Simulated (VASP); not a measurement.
# GaSb in VASP: how settings move the LDA single point

The LDA single point of GaSb in the rocksalt structure is repeated with altered inputs. Which of them can be trusted? This is a trial cell built on a prototype, not taken from a measured structure, and it needn't be the compound's ground state.

The runs shown are made with VASP 6.6.1. PAW datasets, plane waves. Values at 0 K without nuclear motion; spin polarisation is off, and the phase may be a hypothetical one.

**1. The structure to begin with**

The cell comes from an earlier relaxation with r2SCAN in another program.

It is cubic, Fm-3m (No. 225); a = 5.746 Å in the conventional setting, 23.72 Å³ an atom. Around Ga lie 6 Sb at 2.87 Å; around Sb lie 6 Ga at 2.87 Å.

As a file:

```
CELL_PARAMETERS angstrom
0.00000 2.87312 2.87312
2.87312 0.00000 2.87312
2.87312 2.87312 0.00000
ATOMIC_POSITIONS crystal
Ga 0.00000 0.00000 0.00000
Sb 0.50000 0.50000 0.50000
```

**2. The reference run**

Input file INCAR:

```
ENCUT = 520.000000
SIGMA = 0.020000
EDIFF = 1.00e-07
GGA = CA
PREC = Accurate
IBRION = -1
ISIF = 2
ISMEAR = -1
NBANDS = 16
NELM = 120
NSW = 0
LASPH = .TRUE.
LCHARG = .TRUE.
LELF = .TRUE.
LWAVE = .FALSE.
LREAL = .FALSE.
```

Input file KPOINTS:

```
KPOINTS created by Atomic Simulation Environment
0
Gamma
8 8 8
0 0 0
```

Input file POSCAR:

```
Ga Sb
 1.0000000000000000
     0.0000000000000000    2.8731179418333888    2.8731179418333888
     2.8731179418333888   -0.0000000000000000    2.8731179418333888
     2.8731179418333888    2.8731179418333888   -0.0000000000000000
 Ga  Sb
   1   1
Cartesian
 -0.0000000000000000 -0.0000000000000000 -0.0000000000000000
  2.8731179418333888  2.8731179418333888  2.8731179418333888
```

A file KPOINTS_OPT adds named points for the levels; it doesn't enter the self-consistent loop.

Potentials: the recommended LDA PAW datasets, 18 valence electrons.

The run is started by

```bash
$ mpirun -np 1 vasp_std
```

**3. Altered input 1**

INCAR: that of step 2 with these lines changed.

```diff
@@ -12,4 +12,3 @@
 LASPH = .TRUE.
-LCHARG = .TRUE.
-LELF = .TRUE.
+LCHARG = .FALSE.
 LWAVE = .FALSE.
```

Input file KPOINTS:

```
KPOINTS created by Atomic Simulation Environment
0
Monkhorst-Pack
8 8 8
0 0 0
```

POSCAR is that of step 2.

**4. Altered input 2**

Input file INCAR:

```
ENCUT = 520.000000
SIGMA = 0.020000
EDIFF = 1.00e-07
GGA = CA
PREC = Accurate
IBRION = -1
ISIF = 2
ISMEAR = -1
NSW = 0
LASPH = .TRUE.
LCHARG = .FALSE.
LWAVE = .FALSE.
LREAL = .FALSE.
NBANDS = 11
NELM = 58
```

KPOINTS is that of step 2.

POSCAR is that of step 2.

**Question.** What will these runs give? Wanted: for each run, changed; ending; energy change; pressure; electronic steps; usable.

**Answer**, as computed:

| run | changed | ending | energy change (meV/atom) | pressure (GPa) | gap on the mesh (eV; negative: overlap) | electronic steps | time | usable |
| --- | --- | --- | --- | --- | --- | --- | --- | --- |
| ref. | – | converged | 0 | -2.9 | -3.23 | 11 | 15 s | yes |
| 1 | shifted mesh | converged | 10.6 | -3.2 | -2.98 | 11 | 24 s | yes |
| 2 | NBANDS = 11, NELM = 58 | converged | 0.0 | -2.9 | -3.23 | 11 | 8.6 s | yes |

**Reading.** Of 2 altered inputs, 2 gave usable results. Among the usable ones with comparable energies, «shifted mesh» moves the energy most, by 10.6 meV/atom.
